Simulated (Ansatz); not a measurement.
Stiffness of Li$_{2}$S from strained cells

```xyz
3
Lattice="0.0000 2.8540 2.8540 2.8540 0.0000 2.8540 2.8540 2.8540 0.0000" Properties=species:S:1:pos:R:3 pbc="T T T"
Li    1.4270    1.4270    1.4270
Li    4.2810    4.2810    4.2810
S     0.0000    0.0000    0.0000
```

Atoms are numbered in the order listed.

The conventional cell has a = 5.708 Å, b = 5.708 Å, c = 5.708 Å, α = 90.00°, β = 90.00°, γ = 90.00°. Li (atom 1) is surrounded by 4 S at 2.47 Å. S (atom 3) has 8 Li at 2.47 Å as nearest neighbours.

The cell comes from COD entry 1010874, which wasn't checked; take it as a given geometry.

Method: Ansatz 0.2.0, DFT, LDA, all-electron LAPW, scalar-relativistic.

Numerical set-up: a Γ-centred 7×7×7 k mesh, Fermi–Dirac smearing of 0.02 eV, basis error target 1 meV/atom, no spin polarisation.

The unstrained cell is at -2.97 GPa. Large strains and very small stresses are left out. Each strain is applied once, with fractional coordinates held (clamped ions), and σ below is the change of stress, positive in tension. One finite strain gives stress–strain coefficients at this pressure with an error of the order of the strain times third-order constants, a few per cent for each per cent of strain.

Estimate the stiffness probed by this change, and the stress that it gives: equal xy, yz and zx engineering shear strains of -1 %.

σxy = -0.33 GPa and γxy = 2εxy = -0.0100, so C44 (clamped ions) = σxy/γxy = 33 GPa.

Estimate the stiffness probed by this change, and the stress that it gives: equal xy, yz and zx engineering shear strains of +1 %.

σxy = 0.32 GPa and γxy = 2εxy = 0.0100, so C44 (clamped ions) = σxy/γxy = 32 GPa.

The two estimates of C44 (clamped ions) differ. Why, and which value is best?

Finite strains add third-order terms, which change sign with the strain; interpolating the two linearly to zero strain gives 33 GPa, the better value.
